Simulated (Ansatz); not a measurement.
# SnSe (wurtzite type): the cost of one run

Program: Ansatz 0.2.0. Level of theory: DFT PBE, with the methods named in each step. These are calculated values, not measurements.

### 1 The system as given

The structure is hexagonal, space group P6_3mc (No. 186). Conventional cell: a = 5.113 Å, b = 5.113 Å, c = 6.146 Å, α = 90.00°, β = 90.00°, γ = 120.00°. Sn (site symmetry 3m) has 5 Se at 2.87 to 3.27 Å as nearest neighbours. Around Se (site symmetry 3m) lie 5 Sn at 2.87 to 3.27 Å.

Structure file:

```cif
data_structure
_symmetry_space_group_name_H-M 'P 1'
_symmetry_Int_Tables_number 1
_cell_length_a 5.1131
_cell_length_b 5.1131
_cell_length_c 6.1458
_cell_angle_alpha 90.000
_cell_angle_beta 90.000
_cell_angle_gamma 120.000
_cell_volume 139.15
loop_
_atom_site_label
_atom_site_type_symbol
_atom_site_fract_x
_atom_site_fract_y
_atom_site_fract_z
_atom_site_occupancy
Sn1 Sn 0.33333 0.66667 0.95415 1
Sn2 Sn 0.66667 0.33333 0.45415 1
Se1 Se 0.33333 0.66667 0.42185 1
Se2 Se 0.66667 0.33333 0.92185 1
```

Whether this phase is the stable one at these pressures isn't tested.

Atoms are numbered in the order of the input: Sn1, Sn2, Se3, Se4.

### 2 The reference volume, LAPW

input.yaml

```yaml
crystal:
  lattice:
    - [5.113064077, 0.0, 0.0]
    - [-2.5565320385, 4.4280433819, 0.0]
    - [0.0, 0.0, 6.1457617248]
  atoms:
    - { symbol: Sn, position: [0.3333333333, 0.6666666667, -0.0458466306] }
    - { symbol: Sn, position: [0.6666666667, 0.3333333333, 0.4541533694] }
    - { symbol: Se, position: [0.3333333333, 0.6666666667, 0.4218466306] }
    - { symbol: Se, position: [0.6666666667, 0.3333333333, 0.9218466306] }
kpoints:
  mp_grid: { grid: [9, 9, 5] }
  band_path:
    path:
      - [0.0, 0.0, 0.0]
      - [0.5, 0.0, 0.0]
      - [0.3333333333, 0.3333333333, 0.0]
      - [0.0, 0.0, 0.0]
      - [0.0, 0.0, 0.5]
      - [0.5, 0.0, 0.5]
      - [0.3333333333, 0.3333333333, 0.5]
      - [0.0, 0.0, 0.5]
      - [0.5, 0.0, 0.5]
    npoints: 14
scf:
  occupations: { method: fermi_dirac, width: 0.08 }
hamiltonian:
  xc: pbe
  pseudopotentials: { kind: all_electron, lapw: { basis_error: 0.001 } }
output:
  forces: true
  stress: true
  eigenvalues: true
  populations: true
  dos: { projected: true, de: 0.2, e_range: [-14, 8] }
```

On the command line:

```bash
> ansatz run input.yaml --threads 1 --pin off --max-ram 3072MiB --backend cpu --events-out ev --progress --plain --runs-dir out
```

**Question.** How long does this run take on 1 thread of Intel Xeon 6975P-C (Granite Rapids), shared host, and how much memory does it need?

About 73 s, with a peak of 0.55 GiB.
